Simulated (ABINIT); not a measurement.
The system is SnSe2.

```
Sn Se
1.0
     3.81100    0.00000    0.00000
    -1.90550    3.30042    0.00000
     0.00000    0.00000    6.13600
Sn Se
1 2
Cartesian
  0.0000 0.0000 0.0000
  1.9055 1.1001 4.6081
  0.0000 2.2003 1.5279
```

```yaml
Program: ABINIT 10.8.3 (patched build)
Task: relaxation of cell and atoms
Functional: LDA
Potentials_or_basis: JTH PAW LDA v2.0
Cutoff: 599 eV
k_mesh: 8 × 8 × 5
Occupations: fermi-dirac, width 0.05 eV
Spin: no spin polarisation
```

At the start: pressure 0.8 GPa; volume 25.73 Å³/atom.

Where does the relaxation end?

Over 8 steps the energy falls by 12.4 meV/atom and the volume is 24.48 Å³/atom (-4.8 %); space group P-3m1 (No. 164, to 0.05 Å).

The path:
```tsv
step	energy change (eV)	largest force (eV/Å)	pressure (GPa)	volume (Å³)
1	0.0000	0.4810	0.79	77.18
2	-0.0059	0.3988	0.43	77.36
3	-0.0187	0.0837	-0.79	77.74
4	-0.0212	0.0423	-0.82	77.44
5	-0.0294	0.0372	-0.25	75.39
6	-0.0329	0.0145	0.10	74.40
7	-0.0365	0.0191	0.43	73.11
8	-0.0373	0.0046	0.05	73.44
```

Final structure:
```
CELL_PARAMETERS angstrom
3.79997 0.00000 0.00000
-1.89998 3.29087 0.00000
0.00000 0.00000 5.87271
ATOMIC_POSITIONS crystal
Sn 0.00000 0.00000 0.00000
Se 0.66667 0.33333 0.73144
Se 0.33333 0.66667 0.26856
```
